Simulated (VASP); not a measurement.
# InSe (P6_3/mmc) in VASP: further runs, part 2 of 2

VASP 6.6.1. The steps go on from the part before.

### Step 3. Relaxation of cell and atoms, PBE+D3(BJ)

This run uses another cell than the first one, of 29.51 Å³/atom, 0.982 times its volume.

INCAR

```
SYSTEM = InSe
PREC = Accurate
ENCUT = 600
EDIFF = 1E-7
ISMEAR = 0
SIGMA = 0.03
LREAL = .False.
LASPH = .True.
NELM = 80
ALGO = Normal
ISIF = 3
LWAVE = .False.
LCHARG = .False.
GGA = PE
IVDW = 12
IBRION = 2
NSW = 90
EDIFFG = -0.005
KPAR = 2
```

KPOINTS

```
Automatic mesh
0
Gamma
  9 9 2
  0 0 0
```

POSCAR

```
InSe                                    
1.0
    4.0330618643      0.0000000000      0.0000000000
   -2.0165309321      3.4927340295      0.0000000000
    0.0000000000      0.0000000000     16.7571758662
  In              Se            
     4     4
Direct
     0.3333333332999970    0.6666666667000030    0.1666362059978710
     0.6666666667000030    0.3333333332999970    0.6666362059978709
     0.3333333332999970    0.6666666667000030    0.3333637940021291
     0.6666666667000030    0.3333333332999970    0.8333637940021290
     0.3333333332999970    0.6666666667000030    0.5897063221648718
     0.6666666667000030    0.3333333332999970    0.0897063221648718
     0.3333333332999970    0.6666666667000030    0.9102936778351282
     0.6666666667000030    0.3333333332999970    0.4102936778351282
```

Potentials or basis: VASP PAW PBE potentials, release 64 (In_d, Se).

Run with:

```bash
$ cat potpaw_PBE.64/In_d/POTCAR potpaw_PBE.64/Se/POTCAR > POTCAR
$ mpirun -np 2 vasp_std > vasp.out
```

OUTCAR:

```text
SYSTEM = InSe
   PREC = Accurate
   ENCUT = 600
   EDIFF = 1E-7
   ISMEAR = 0
   LREAL = .False.
   LASPH = .True.
   NELM = 80
   ISIF = 3
   GGA = PE
   IVDW = 12
   IBRION = 2
   NSW = 90
   EDIFFG = -0.005
 IVDW          = 12

 ion  position               nearest neighbor table
   1  0.333  0.667  0.167-   6 2.66   6 2.66   6 2.66   3 2.79
   2  0.667  0.333  0.667-   5 2.66   5 2.66   5 2.66   4 2.79
   3  0.333  0.667  0.333-   8 2.66   8 2.66   8 2.66   1 2.79
   4  0.667  0.333  0.833-   7 2.66   7 2.66   7 2.66   2 2.79
   5  0.333  0.667  0.590-   2 2.66   2 2.66   2 2.66
   6  0.667  0.333  0.090-   1 2.66   1 2.66   1 2.66
   7  0.333  0.667  0.910-   4 2.66   4 2.66   4 2.66
   8  0.667  0.333  0.410-   3 2.66   3 2.66   3 2.66

  LATTYP: Found a hexagonal cell.
 ALAT       =     4.0330618643
 C/A-ratio  =     4.1549513571

  Lattice vectors:

 A1 = (   4.0330618643,   0.0000000000,   0.0000000000)
 A2 = (  -2.0165309321,   3.4927340295,   0.0000000000)
 A3 = (   0.0000000000,   0.0000000000,  16.7571758662)

Analysis of symmetry for initial positions (statically):
=====================================================================
 Subroutine PRICEL returns:
 Original cell was already a primitive cell.

 Routine SETGRP: Setting up the symmetry group for a
 hexagonal supercell.

 Subroutine GETGRP returns: Found 24 space group operations
 (whereof 12 operations were pure point group operations)
 out of a pool of 24 trial point group operations.

The static configuration has the point symmetry D_3d.
 The point group associated with its full space group is D_6h.

Analysis of symmetry for dynamics (positions and initial velocities):
=====================================================================
 Subroutine PRICEL returns:
[... 207 lines left out ...]
    total drift:                               -0.000000      0.000000      0.000000

  FREE ENERGIE OF THE ION-ELECTRON SYSTEM (eV)
  ---------------------------------------------------
  free  energy   TOTEN  =       -30.6948574213 eV

  energy  without entropy=      -30.6948574213  energy(sigma->0) =      -30.69485742

--------------------------------------- Ionic step        2  -------------------------------------------

 number of electron      76.0000010 magnetization

 Free energy of the ion-electron system (eV)
  ---------------------------------------------------
  ext. energy  EPLUGINS =         0.00000000
  ---------------------------------------------------
  free energy    TOTEN  =       -28.32053790 eV

  energy without entropy =      -28.32053790  energy(sigma->0) =      -28.32053790

 E-fermi :   4.1786     XC(G=0):  -8.8751

 val. band max:        4.0122487948   @ k =   0.0000   0.0000   0.0000
 cond. band min:       4.3659847284   @ k =   0.0000   0.0000   0.0000
 fundamental gap:      0.3537359336
 Fermi energy:         4.1785541580

 k-point     1 :       0.0000    0.0000    0.0000
  band No.  band energies     occupation
      1     -10.7725      2.00000
      2     -10.7717      2.00000
      3     -10.5876      2.00000
      4     -10.5876      2.00000
      5     -10.5872      2.00000
      6     -10.5872      2.00000
[... 1141 lines left out ...]
     44       7.4263      0.00000
     45       8.3218      0.00000

------------------------ aborting loop because EDIFF is reached ----------------------------------------

 Edisp (eV)   -2.37433

 E8    (eV) :    -1.0879

  FORCE on cell =-STRESS in cart. coord.  units (eV):
  Direction    XX          YY          ZZ          XY          YZ          ZX
  --------------------------------------------------------------------------------------
  -------------------------------------------------------------------------------------
  Total       0.00982     0.00982     0.01559     0.00000    -0.00000     0.00000
  in kB       0.06664     0.06664     0.10582     0.00000    -0.00000     0.00000
  external pressure =        0.08 kB  Pullay stress =        0.00 kB

 VOLUME and BASIS-vectors are now :
 -----------------------------------------------------------------------------
  energy-cutoff  :      600.00
  volume of cell :      236.00
      direct lattice vectors                 reciprocal lattice vectors
     4.032594088 -0.000000000  0.000000000     0.247979335  0.143170936  0.000000000
    -2.016297044  3.492328924  0.000000000     0.000000000  0.286341872  0.000000000
     0.000000000 -0.000000000 16.757886318     0.000000000  0.000000000  0.059673397

 POSITION                                       TOTAL-FORCE (eV/Angst)
 -----------------------------------------------------------------------------------
     -0.00000      2.32822      2.79240        -0.000000     -0.000000      0.003770
      2.01630      1.16411     11.17134         0.000000     -0.000000      0.003770
     -0.00000      2.32822      5.58655        -0.000000      0.000000     -0.003770
      2.01630      1.16411     13.96549         0.000000      0.000000     -0.003770
     -0.00000      2.32822      9.88256         0.000000      0.000000      0.002781
      2.01630      1.16411      1.50362         0.000000     -0.000000      0.002781
     -0.00000      2.32822     15.25427         0.000000      0.000000     -0.002781
      2.01630      1.16411      6.87533         0.000000     -0.000000     -0.002781
 -----------------------------------------------------------------------------------
    total drift:                               -0.000000      0.000000      0.000000

  FREE ENERGIE OF THE ION-ELECTRON SYSTEM (eV)
  ---------------------------------------------------
  free  energy   TOTEN  =       -30.6948693894 eV

  energy  without entropy=      -30.6948693894  energy(sigma->0) =      -30.69486939

 reached required accuracy - stopping structural energy minimisation
```

CONTCAR:

```text
InSe
   1.00000000000000
     4.0325940882832363   -0.0000000000000067    0.0000000000000000
    -2.0162970440916297    3.4923289235862116    0.0000000000000000
     0.0000000000000000   -0.0000000000000000   16.7578863180533197
  In              Se
     4     4
Direct
     0.3333333332999970    0.6666666667000030    0.1666317070947020
     0.6666666667000030    0.3333333332999970    0.6666317070947020
     0.3333333332999970    0.6666666667000030    0.3333682929052980
     0.6666666667000030    0.3333333332999970    0.8333682929052980
     0.3333333332999970    0.6666666667000030    0.5897259163387023
     0.6666666667000030    0.3333333332999970    0.0897259163387023
     0.3333333332999970    0.6666666667000030    0.9102740836612977
     0.6666666667000030    0.3333333332999970    0.4102740836612977

  0.00000000E+00  0.00000000E+00  0.00000000E+00
  0.00000000E+00  0.00000000E+00  0.00000000E+00
  0.00000000E+00  0.00000000E+00  0.00000000E+00
  0.00000000E+00  0.00000000E+00  0.00000000E+00
  0.00000000E+00  0.00000000E+00  0.00000000E+00
  0.00000000E+00  0.00000000E+00  0.00000000E+00
  0.00000000E+00  0.00000000E+00  0.00000000E+00
  0.00000000E+00  0.00000000E+00  0.00000000E+00
```

Wall time 3.5 min (2 MPI ranks of Intel Xeon Platinum 8559C (Emerald Rapids), shared host); peak memory 0.55 GiB.

Results:

```
Free energy                            : -30.6949 eV
Relaxed volume                         : 29.50 Å³/atom
Relaxed cell                           : a = 4.033 Å, b = 4.033 Å, c = 16.758 Å, α = 90.00°, β = 90.00°, γ = 120.00°
Space group after relaxing (to 0.05 Å) : P6_3/mmc (No. 194)
Energy gained by relaxing              : 0.0 meV/atom
Ionic steps                            : 2
Pressure after relaxing                : 0.0 GPa
Largest force after relaxing           : 0.004 eV/Å
Band gap on the k mesh                 : 0.35 eV, direct
Dispersion energy per atom             : -0.297 eV
```

Forces on the atoms (eV/Å):
```
In   0.000  0.000  0.004
In   0.000  0.000  0.004
In   0.000  0.000 -0.004
In   0.000  0.000 -0.004
Se   0.000  0.000  0.003
Se   0.000  0.000  0.003
Se   0.000  0.000 -0.003
Se   0.000  0.000 -0.003
```

Final structure:
```
In Se
1.0
     4.03259    0.00000    0.00000
    -2.01630    3.49233    0.00000
     0.00000    0.00000   16.75789
In Se
4 4
Direct
  0.33333 0.66667 0.16663
  0.66667 0.33333 0.66663
  0.33333 0.66667 0.33337
  0.66667 0.33333 0.83337
  0.33333 0.66667 0.58973
  0.66667 0.33333 0.08973
  0.33333 0.66667 0.91027
  0.66667 0.33333 0.41027
```

Caveat: spin-orbit coupling is left out, which moves the levels of the heavy elements. PBE gaps usually lie below the measured ones, often by a third to a half.
